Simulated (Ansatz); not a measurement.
Run this with Ansatz's Python interface and show what comes out.

`vcrelax_c.py`:
```python
from pathlib import Path
import json

import ansatz as az
from ase.io.cube import read_cube_data
from ase.units import Bohr
import matplotlib.pyplot as plt
import numpy as np
from pymatgen.core import Lattice, Structure
from pymatgen.io.ase import AseAtomsAdaptor

def edges_and_angles(cell):
    cell = np.asarray(cell)
    a, b, c = np.linalg.norm(cell, axis=1)
    cosines = cell[1] @ cell[2] / (b * c), cell[0] @ cell[2] / (a * c), cell[0] @ cell[1] / (a * b)
    return (a, b, c, *np.degrees(np.arccos(cosines)))

pmg_structure = Structure(
    Lattice([(-2.42171985, 2.42171985, 2.42171985), (2.42171985, -2.42171985, 2.42171985), (2.42171985, 2.42171985, -2.42171985)]),
    ["C", "C", "C", "C", "C", "C", "C", "C"],
    [
        (0.32530696, 0.0, 0.0),
        (0.67469304, 0.67469304, 0.67469304),
        (0.0, 0.32530696, 0.0),
        (0.0, 0.0, 0.32530696),
        (0.0, 0.67469304, 0.0),
        (0.32530696, 0.32530696, 0.32530696),
        (0.67469304, 0.0, 0.0),
        (0.0, 0.0, 0.67469304),
    ],
)
cell = az.Crystal.from_ase(AseAtomsAdaptor.get_atoms(pmg_structure))

setup = (
    cell.calculation()
    .functional("pbesol")
    .basis(21 * az.Ha)
    .kpoints(8, 8, 8)
    .occupations("fermi_dirac")
    .relax(force_tolerance=0.01, max_steps=60, pressure=-20 * az.kbar)
    .density()
    .output_files(volumetric_format="cube")
)
res = setup.run(threads=1, pin="off", events_out="c.ndjson")
with open("c.ndjson") as stream:
    events = [json.loads(line) for line in stream]
steps = [e["data"] for e in events if e["event"] == "relax_step"]
data = res.report
print("step   energy (eV)     max comp. (eV/A)   P (GPa)  SCF")
for s in steps:
    print(f"{s['step']:4d} {s['lagrangian_ev']:15.5f} {s['allowed_force_max_ev_ang']:12.4f} {s['pressure_gpa']:10.3f} {s['n_scf']:5d}")

first, last = steps[0], steps[-1]
symbols = [site.symbol for site in res.lattice.sites]
print(f"energy gained {first['lagrangian_ev'] - last['lagrangian_ev']:.4f} eV in {len(steps) - 1} steps")
for label, vectors in (("before", first["cell_ang"]), ("after", res.lattice.cell_ang)):
    print(label, "a b c (A) {:.4f} {:.4f} {:.4f}  angles {:.2f} {:.2f} {:.2f}".format(*edges_and_angles(vectors)), f" V = {abs(np.linalg.det(vectors)):.3f} A^3")
print("final stress xx yy zz (GPa, compression positive):", np.round(np.diag(data["stress_gpa"]), 3) + 0.0)

print("atom   start x y z (A)              end x y z (A)")
for symbol, a, b in zip(symbols, first["positions_ang"], last["positions_ang"]):
    print(f"{symbol:3s}", " ".join(f"{v:8.4f}" for v in a), "  ", " ".join(f"{v:8.4f}" for v in b))

fig, (top, bottom) = plt.subplots(2, 1, sharex=True, figsize=(4.5, 4))
top.plot([s["lagrangian_ev"] - last["lagrangian_ev"] for s in steps], "o-")
top.set_ylabel("E - E(final) (eV)")
bottom.semilogy([max(s["allowed_force_max_ev_ang"], 1e-6) for s in steps], "s-")
bottom.set(xlabel="step", ylabel="largest force (eV/A)")
fig.tight_layout()
fig.savefig("relax.png", dpi=100)

change = np.array(last["positions_ang"]) @ np.linalg.inv(last["cell_ang"]) - np.array(first["positions_ang"]) @ np.linalg.inv(first["cell_ang"])
moved = np.linalg.norm(change @ np.array(last["cell_ang"]), axis=1)
print("displacement within the cell, strain taken out (A):", " ".join(f"{s}:{d:.3f}" for s, d in zip(symbols, moved)))

for key in ("converged", "n_iterations", "n_electrons", "n_kpoints", "n_pw", "n_symmetry_ops", "free_energy_ev", "fermi_energy_ev"):
    print(f"{key:18s} {data[key]}")

folder = Path(res.write_results("cubes"))
print("\n".join((folder / "rho.cube").read_text().splitlines()[: 6 + 6]))
values, cube_atoms = read_cube_data(str(folder / "rho.cube"))
print("electrons from the file:", round(values.mean() * cube_atoms.get_volume() / Bohr ** 3, 3))

print(setup.to_yaml())
```

```console
$ python vcrelax_c.py
step   energy (eV)     max comp. (eV/A)   P (GPa)  SCF
   1     -1967.93478       0.0165      1.915     6
   2     -1967.93652       0.0136     -0.382     4
   3     -1967.93438       0.0020     -1.967     4
   4     -1967.93454       0.0020     -1.967     4
energy gained -0.0002 eV in 3 steps
before a b c (A) 4.1945 4.1945 4.1945  angles 109.47 109.47 109.47  V = 56.811 A^3
after a b c (A) 4.2113 4.2113 4.2113  angles 109.47 109.47 109.47  V = 57.495 A^3
final stress xx yy zz (GPa, compression positive): [-1.967 -1.967 -1.967]
atom   start x y z (A)              end x y z (A)
C    -0.7878   0.7878   0.7878     -0.7907   0.7907   0.7907
C     1.6339   1.6339   1.6339      1.6407   1.6407   1.6407
C     0.7878  -0.7878   0.7878      0.7907  -0.7907   0.7907
C     0.7878   0.7878  -0.7878      0.7907   0.7907  -0.7907
C     1.6339  -1.6339   1.6339      1.6407  -1.6407   1.6407
C     0.7878   0.7878   0.7878      0.7907   0.7907   0.7907
C    -1.6339   1.6339   1.6339     -1.6407   1.6407   1.6407
C     1.6339   1.6339  -1.6339      1.6407   1.6407  -1.6407
displacement within the cell, strain taken out (A): C:0.000 C:0.000 C:0.000 C:0.000 C:0.000 C:0.000 C:0.000 C:0.000
converged          True
n_iterations       4
n_electrons        32.0
n_kpoints          29
n_pw               1745
n_symmetry_ops     48
free_energy_ev     -1967.934535852007
fermi_energy_ev    10.801906392232992
ansatz rho
values in e/bohr^3 (x slowest, z fastest)
    8    0.000000    0.000000    0.000000
   36   -0.127630    0.127630    0.127630
   36    0.127630   -0.127630    0.127630
   36    0.127630    0.127630   -0.127630
    6    6.000000   -1.494229    1.494229    1.494229
    6    6.000000    3.100467    3.100467    3.100467
    6    6.000000    1.494229   -1.494229    1.494229
    6    6.000000    1.494229    1.494229   -1.494229
    6    6.000000    3.100467   -3.100467    3.100467
    6    6.000000    1.494229    1.494229    1.494229
electrons from the file: 32.0
crystal:
  lattice:
    - [-2.42171985, 2.42171985, 2.42171985]
    - [2.42171985, -2.42171985, 2.42171985]
    - [2.42171985, 2.42171985, -2.42171985]
  atoms:
    - { symbol: C, position: [0.32530696, 0.0, 0.0] }
    - { symbol: C, position: [0.67469304, 0.67469304, 0.67469304] }
    - { symbol: C, position: [0.0, 0.32530696, 0.0] }
    - { symbol: C, position: [0.0, 0.0, 0.32530696] }
    - { symbol: C, position: [0.0, 0.67469304, 0.0] }
    - { symbol: C, position: [0.32530696, 0.32530696, 0.32530696] }
    - { symbol: C, position: [0.67469304, 0.0, 0.0] }
    - { symbol: C, position: [0.0, 0.0, 0.67469304] }
basis:
  ecutwfc: 571.4391111657479
kpoints:
  mp_grid:
    grid: [8, 8, 8]
hamiltonian:
  xc: pbesol
scf:
  occupations:
    method: fermi_dirac
relax:
  f_tol: 0.01
  max_steps: 60
  cell:
    p_target: -2.0
output:
  write_density: true
  volumetric_format: cube
```

Total energies depend on the potentials; only differences at equal settings carry meaning. A total without «per atom» is that of the cell as typed. Part of the cell is held or a pressure is applied, so the end point needn't be the zero-pressure lattice. At a fixed pressure a relaxation lowers the enthalpy F + PV, while F alone can rise. The zero of the levels is a convention of the potentials, so an absolute Fermi energy is no work function. Energies along a relaxation are free energies. Rows at an unchanged volume are solved on a plane-wave basis chosen afresh for that cell, so the energy jumps there and such rows are no steps of the walk. Edges and angles are those of the cell as typed, here a primitive one, not of the conventional cell. Symmetry holds the cell in this phase, whether or not it is the stable one at this pressure. An opening on this mesh may only mean that it misses a point where bands touch. Grid values close to the nuclei reflect the PAW or pseudopotential construction, not the all-electron fields. This isn't the structure that C takes at ambient conditions. The whole script took 13 s on 1 thread of Intel(R) Xeon(R) Processor @ 2.30GHz (shared host), peak memory 0.64 GiB.
